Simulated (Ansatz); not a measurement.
BN: equation of state with LDA

Crystal: BN.

```
N B
1.0
     2.49824    0.00000    0.00000
    -1.24912    2.16354    0.00000
     0.00000    0.00000    6.63570
N B
2 2
Direct
  0.66667 0.33333 0.25000
  0.33333 0.66667 0.75000
  0.66667 0.33333 0.75000
  0.33333 0.66667 0.25000
```

```json
{
 "Program": "Ansatz 0.2.0",
 "Task": "equation of state",
 "Functional": "LDA",
 "Potentials or basis": "all-electron LAPW, scalar-relativistic",
 "Basis error allowed": "0.002 eV/atom",
 "k mesh": "12 × 12 × 4",
 "Occupations": "fermi-dirac, width 0.05 eV",
 "Spin": "no spin polarisation"
}
```

- Equilibrium volume: 8.87 Å³/atom
- Bulk modulus at fixed shape and positions: 252 GPa
- Pressure derivative of the bulk modulus: 3.6

Energy against volume, from the lowest point:
```
volume (Å³/atom)  energy (meV/atom)
           8.429              17.72
           8.608               5.60
           8.787               0.00
           8.967               0.35
           9.146               6.12
           9.325              16.84
           9.505              32.08
```

All runs of the series together: 60 s on 2 threads of Arm Neoverse V1 (shared host).

Caveat: the cell was scaled at fixed shape and fractional positions, which overstates the stiffness of a crystal with free parameters, most of all of layers and chains.
